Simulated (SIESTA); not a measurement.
Crystal: GaSb.

```xyz
2
Lattice="0.0000 3.0590 3.0590 3.0590 0.0000 3.0590 3.0590 3.0590 0.0000" Properties=species:S:1:pos:R:3 pbc="T T T"
Sb    4.5885    4.5885    4.5885
Ga    0.0000    0.0000    0.0000
```

| Item | Value |
| --- | --- |
| Program | SIESTA 5.4.2 |
| Task | relaxation of cell and atoms |
| Functional | PBE |
| Potentials or basis | PseudoDojo 0.4 standard (PBE files) |
| Basis | DZP (energy shift 0.002 Ry; radii capped at 9.5 bohr) |
| Grid cutoff | 1200 Ry |
| Energy shift | 0.002 Ry |
| k mesh | 6 × 6 × 6 |
| Occupations | fermi-dirac, width 0.05 eV |
| Spin | no spin polarisation |

At the start: pressure 3.4 GPa; volume 28.62 Å³/atom.

**Question.** Where does the relaxation end?

**Answer.** Over 4 steps the energy falls by 21.0 meV/atom and the volume is 30.70 Å³/atom (+7.2 %); space group F-43m (No. 216, to 0.05 Å).

Step by step:
| step | energy change (eV) | largest force (eV/Å) | pressure (GPa) | volume (Å³) |
| --- | --- | --- | --- | --- |
| 1 | 0.0000 | 0.0000 | 3.45 | 57.25 |
| 2 | -0.0036 | 0.0000 | 3.29 | 57.42 |
| 3 | -0.0419 | 0.0000 | -0.07 | 61.51 |
| 4 | -0.0419 | 0.0000 | 0.01 | 61.40 |

Final structure:
```cif
data_structure
_symmetry_space_group_name_H-M 'P 1'
_symmetry_Int_Tables_number 1
_cell_length_a 4.4282
_cell_length_b 4.4282
_cell_length_c 4.4282
_cell_angle_alpha 59.999
_cell_angle_beta 59.999
_cell_angle_gamma 59.999
_cell_volume 61.40
loop_
_atom_site_label
_atom_site_type_symbol
_atom_site_fract_x
_atom_site_fract_y
_atom_site_fract_z
_atom_site_occupancy
Sb1 Sb 0.75000 0.75000 0.75000 1
Ga1 Ga 0.00000 0.00000 0.00000 1
```

Caveat: semicore shells carry a single zeta, which can move pressures by several GPa and volumes by a few percent; the basis of atomic orbitals isn't converged, which shifts pressures, moduli and gaps.
